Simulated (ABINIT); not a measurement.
# AlN (F-43m): G0W0 with ABINIT, start to end, part 3 of 3

Wanted: ground state, empty states, screening and self-energy for AlN (F-43m).

ABINIT 10.8.3; LDA and many-body steps on it, plane waves. Known limits of the many-body steps: not at the basis limit.

So far. Step 4 (Empty states on the mesh, 6×6×6 mesh, 112 bands): On this mesh the gap is 3.259 eV. Step 5 (Screening, 6×6×6 mesh, 104 bands, screening to 244.9 eV): Local fields lower ε∞ by 9 %.

**6. Self-energy, 6×6×6 mesh, 104 bands, screening to 244.9 eV**

The self-energy is evaluated for the states that the input lists, and the levels follow from it, in one-shot runs by the linearised quasiparticle equation.

This step: G0W0 on LDA, plane waves, norm-conserving pseudopotentials.

run.abi reads:

```
acell 3*1.0 Angstrom
rprim 
  -0.000000000000 2.183993559600 2.183993559600
  2.183993559600 -0.000000000000 2.183993559600
  2.183993559600 2.183993559600 -0.000000000000
ntypat 2
znucl 13 7
natom 2
typat 1 2
xred 
  0.000000000000 0.000000000000 0.000000000000
  0.750000000000 0.750000000000 0.750000000000
pp_dirpath "pseudos"
pseudos "Al.upf, N.upf"
ecut 36
ngkpt 6 6 6
nshiftk 1
shiftk 0 0 0
kptopt 1
chksymbreak 0
istwfk *1
occopt 1
irdwfk 1
optdriver 4
nband 104
gwcalctyp 0
ecutsigx 36
symsigma 1
nkptgw 3
kptgw 
  0.0000000000 0.0000000000 0.0000000000
  0.5000000000 0.5000000000 0.0000000000
  0.5000000000 0.0000000000 0.0000000000
bdgw 
  2 8
  3 6
  3 6
ecuteps 9
irdscr 1
ppmodel 1
indata_prefix "in"
outdata_prefix "out"
tmpdata_prefix "tmp"
```

Started as:

```bash
OMP_NUM_THREADS=1 mpirun -n 4 abinit run.abi > log
```

Numbers of over 12 decimals in the logs are rounded to 6 here.

The log of the run:

```text
.Version 10.8.3 of ABINIT. v10.8.2 released Aug 2026.

 Symmetries : space group F-4 3 m (#216); Bravais cF (face-center cubic)
[... echo of the input left out ...]
== DATASET  1 ==================================================================
-   mpi_nproc: 4, omp_nthreads: 1 (-1 if OMP is not activated)

--- !DatasetInfo
iteration_state: {dtset: 1, }
dimensions: {natom: 2, nkpt: 16, mband: 104, nsppol: 1, nspinor: 1, nspden: 1, mpw: 1464, }
cutoff_energies: {ecut:  36.0, pawecutdg:  -1.0, }
electrons: {nelect:   8.00000000E+00, charge:   0.00000000E+00, occopt:   1.00000000E+00, tsmear:   1.00000000E-02, }

 SIGMA: Calculation of the GW corrections

 Based on a program developped by R.W. Godby, V. Olevano, G. Onida, and L. Reining.
 Incorporated in ABINIT by V. Olevano, G.-M. Rignanese, and M. Torrent.
.Using double precision arithmetic ; gwpc =  8

[... cell and pseudopotentials left out ...]
--------------------------------------------------------------------------------

 ==== K-mesh for the wavefunctions ====
 Number of points in the irreducible wedge :    16
[... list of points left out ...]
 Together with 24 symmetry operations and time-reversal symmetry
 yields   216 points in the full Brillouin Zone.

 ==== Q-mesh for screening function ====
 Number of points in the irreducible wedge :    16
[... list of points left out ...]
 Together with 24 symmetry operations and time-reversal symmetry
 yields   216 points in the full Brillouin Zone.

 vcoul_init : cutoff-mode = AUXILIARY_FUNCTION
 q-points for optical limit:   1
     1)      0.000010    0.000020    0.000030
 setmesh: FFT mesh size selected  =    32x   32x   32
          total number of points  =        32768

 Number of electrons calculated from density =    8.0000; Expected =    8.0000
 average of density, n =  0.056900
 r_s =    1.6129
 omega_plasma =   23.0097 [eV]

 === KS Band Gaps ===
  >>>> For spin  1
   Minimum direct gap =   4.2434 [eV], located at k-point      :   0.0000  0.0000  0.0000
   Fundamental gap    =   3.2588 [eV], Top of valence bands at :   0.0000  0.0000  0.0000
                                       Bottom of conduction at :   0.5000  0.5000  0.0000
 SIGMA fundamental parameters:
 PLASMON POLE MODEL  1
 number of plane-waves for SigmaX                 1459
 number of plane-waves for SigmaC and W            169
 number of plane-waves for wavefunctions          1459
 number of bands                                   104
 number of independent spin polarizations            1
 number of spinorial components                      1
 number of k-points in IBZ                          16
 number of q-points in IBZ                          16
 number of symmetry operations                      24
 number of k-points in BZ                          216
 number of q-points in BZ                          216
 number of frequencies for dSigma/dE                 9
 frequency step for dSigma/dE [eV]                0.25
 number of omega for Sigma on real axis              0
 max omega for Sigma on real axis  [eV]           0.00
 zcut for avoiding poles [eV]                     0.10

 EPSILON^-1 parameters (SCR file):
 dimension of the eps^-1 matrix on file            169
 dimension of the eps^-1 matrix used               169
 number of plane-waves for wavefunctions          1459
 number of bands                                   104
 number of q-points in IBZ                          16
 number of frequencies                               2
 number of real frequencies                          1
 number of imag frequencies                          1

 matrix elements of self-energy operator (all in [eV])

 Perturbative Calculation

--- !SelfEnergy_ee
iteration_state: {dtset: 1, }
kpoint     : [   0.000,    0.000,    0.000, ]
spin       : 1
KS_gap     :    4.243
QP_gap     :    5.797
Delta_QP_KS:    1.554
data: !SigmaeeData |
     Band     E0 <VxcDFT>   SigX SigC(E0)      Z dSigC/dE  Sig(E)    E-E0       E
        2   5.508 -16.793 -20.942   2.942   0.784  -0.276 -17.739  -0.946   4.562
        3   5.508 -16.793 -20.942   2.942   0.784  -0.276 -17.739  -0.946   4.562
        4   5.508 -16.793 -20.942   2.942   0.784  -0.276 -17.739  -0.946   4.562
        5   9.752 -12.739  -8.149  -3.843   0.813  -0.230 -12.132   0.608  10.359
        6  17.867 -10.150  -4.112  -5.103   0.814  -0.228  -9.389   0.761  18.628
        7  17.867 -10.150  -4.112  -5.103   0.814  -0.228  -9.389   0.761  18.628
        8  17.867 -10.150  -4.112  -5.103   0.814  -0.228  -9.389   0.761  18.628

--- !SelfEnergy_ee
iteration_state: {dtset: 1, }
kpoint     : [   0.500,    0.500,    0.000, ]
spin       : 1
KS_gap     :    5.055
QP_gap     :    6.770
Delta_QP_KS:    1.716
data: !SigmaeeData |
     Band     E0 <VxcDFT>   SigX SigC(E0)      Z dSigC/dE  Sig(E)    E-E0       E
        3   3.713 -15.332 -20.084   3.251   0.780  -0.282 -16.503  -1.171   2.542
        4   3.713 -15.332 -20.084   3.251   0.780  -0.282 -16.503  -1.171   2.542
        5   8.767  -9.501  -5.059  -3.789   0.834  -0.199  -8.956   0.545   9.312
        6  13.952  -9.783  -4.419  -4.393   0.837  -0.195  -8.970   0.813  14.765

--- !SelfEnergy_ee
iteration_state: {dtset: 1, }
kpoint     : [   0.500,    0.000,    0.000, ]
spin       : 1
KS_gap     :    7.770
QP_gap     :    9.533
Delta_QP_KS:    1.763
data: !SigmaeeData |
     Band     E0 <VxcDFT>   SigX SigC(E0)      Z dSigC/dE  Sig(E)    E-E0       E
        3   5.021 -16.447 -20.801   3.057   0.783  -0.277 -17.463  -1.016   4.005
        4   5.021 -16.447 -20.801   3.057   0.783  -0.277 -17.463  -1.016   4.005
        5  12.791 -11.276  -5.944  -4.424   0.822  -0.216 -10.529   0.747  13.538
        6  15.275 -13.397  -6.822  -5.246   0.784  -0.276 -12.355   1.042  16.316

== END DATASET(S) ==============================================================
================================================================================

 -outvars: echo values of variables after computation  --------
           etotal      0.0000000000E+00
            nband         104
             nkpt          16
          spgroup         216
 [... the other variables as echoed above ...]

 Calculation completed.
```

Elapsed: 13 s, on 4 MPI ranks of Arm Neoverse V2, shared host; peak memory 0.84 GiB.

This step gave:

- G0W0 gap on the points computed: 4.750 eV
- starting gap on the mesh: 3.259 eV
- k of the valence top: 0, 0, 0
- k of the conduction bottom: 0.5, 0.5, 0
- Z at the valence top: 0.784
- Z at the conduction bottom: 0.834
- least direct G0W0 gap on the computed points: 5.797 eV

The gap on the mesh goes from 3.26 eV to 4.75 eV, a correction of +1.49 eV.

Limits: finite bands, cutoff and mesh. v1 is the top filled band, c1 the lowest empty one. The levels before and after the correction (eV, zero at the valence-band top of each column):

|  | conduction bottom | valence top |
| --- | --- | --- |
| Kohn-Sham | 3.26 | 0.00 |
| G0W0 | 4.75 | 0.00 |

|  | level | energy (eV) |
| --- | --- | --- |
| Kohn-Sham | Γ v3-v1 | 0.000 |
| Kohn-Sham | Γ c1 | 4.243 |
| Kohn-Sham | Γ c2-c4 | 12.358 |
| Kohn-Sham | (0.5 0.5 0) v2-v1 | -1.796 |
| Kohn-Sham | (0.5 0.5 0) c1 | 3.259 |
| Kohn-Sham | (0.5 0.5 0) c2 | 8.443 |
| G0W0 | Γ v3-v1 | 0.000 |
| G0W0 | Γ c1 | 5.797 |
| G0W0 | Γ c2-c4 | 14.066 |
| G0W0 | (0.5 0.5 0) v2-v1 | -2.020 |
| G0W0 | (0.5 0.5 0) c1 | 4.750 |
| G0W0 | (0.5 0.5 0) c2 | 10.203 |

**7. Where the time went**

Times are wall times on 4 MPI ranks of Arm Neoverse V2, shared host, good to a factor of about two.

| step | time | share | memory (GiB) |
| --- | --- | --- | --- |
| ground state | 3.5 s | 5 % | 0.25 |
| bands along the symmetry lines | 3.1 s | 5 % | 0.24 |
| empty states on the mesh | 11 s | 17 % | 0.71 |
| screening | 34 s | 52 % | 0.76 |
| self-energy | 13 s | 20 % | 0.84 |

**8. Outcome**

- LDA gap: 3.26 eV, indirect
- G0W0 gap on the mesh: 4.75 eV
- GW settings: 6×6×6 mesh, 104 bands, screening to 244.9 eV, Godby-Needs plasmon pole
- known limits: not at the basis limit

G0W0 moves the gap on the mesh from 3.26 eV to 4.75 eV (+1.49 eV), with Z of 0.78 and 0.83 at the edges. Local fields lower the RPA ε∞ on this mesh from 4.85 to 4.41. Only 3 of the mesh's irreducible points were corrected, so a valley elsewhere could overtake. The dearest step here is «screening». Bands and cutoff are finite, so the gap is not at the basis limit. The miss can reach some tenths of an eV and take either sign; the mesh is an error of its own. In the G0W0 run levels were corrected at 3 k points alone, so a gap called «on the mesh» is the least over those, and an edge elsewhere would be missed.

[Paths, hosts, dates, memory and timing lines, banners, echoed tables and standing remarks are left out of the program output.]

[Logs are printed without paths, hosts, clocks, repeated set-up lines and the standing remarks that a program may print on its own settings, such as how far it seeks lower states.]

[Runs of the session that timed out or met a known fault of the program may be left out.]

[Hosts, paths, dates, database ids (printed as entryN), source tags and the programs' standing remarks are cut or masked in the printed files.]

[G0W0 gaps are taken among the corrected bands and points alone; a level outside them can change the order at an edge.]

[Where Ansatz stands beside ABINIT at settings called matched, ABINIT's density can come from a denser mesh and the files from another edition; pairs whose starting gaps differed by over 0.03 eV were left out, so agreement reads better than it is.]
